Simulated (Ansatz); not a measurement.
**Al₂O₃ (P-3m1) under several functionals**

Plane-wave DFT in Ansatz with scalar-relativistic PAW potentials. The same structure was relaxed (cell and atoms, symmetry kept) in separate runs at each level. This form isn't the usual stable structure of the compound. No spin polarisation.

| level | cutoff (eV) | k mesh | V (Å³/atom) | a (Å) | c (Å) | gap (eV) |
| --- | --- | --- | --- | --- | --- | --- |
| PBE+D3(BJ) | 420 | 12×12×4 | 11.583 | 2.996 | 7.449 | 2.42 |
| r2SCAN | 500 | 12×12×4 | 11.736 | 2.986 | 7.600 | 3.14 |
| PBEsol | 420 | 12×12×4 | 12.333 | 2.989 | 7.973 | 2.40 |

Task: Where does LDA (420 eV, k mesh 12×12×4) fall?

Result: V (Å³/atom) 11.181, a (Å) 2.963, c (Å) 7.355, gap (eV) 2.50. Its volume is the smallest of the set. The usual order of volumes, LDA < PBEsol, holds here (11.181, 12.333 Å³/atom). As a rule LDA overbinds; PBEsol, built on the gradient expansion of slowly varying densities, lies between LDA and PBE. Each gap belongs to its own cell, so it mixes the functional's effect with that of the volume; gaps are the least found on the k mesh or on a band path.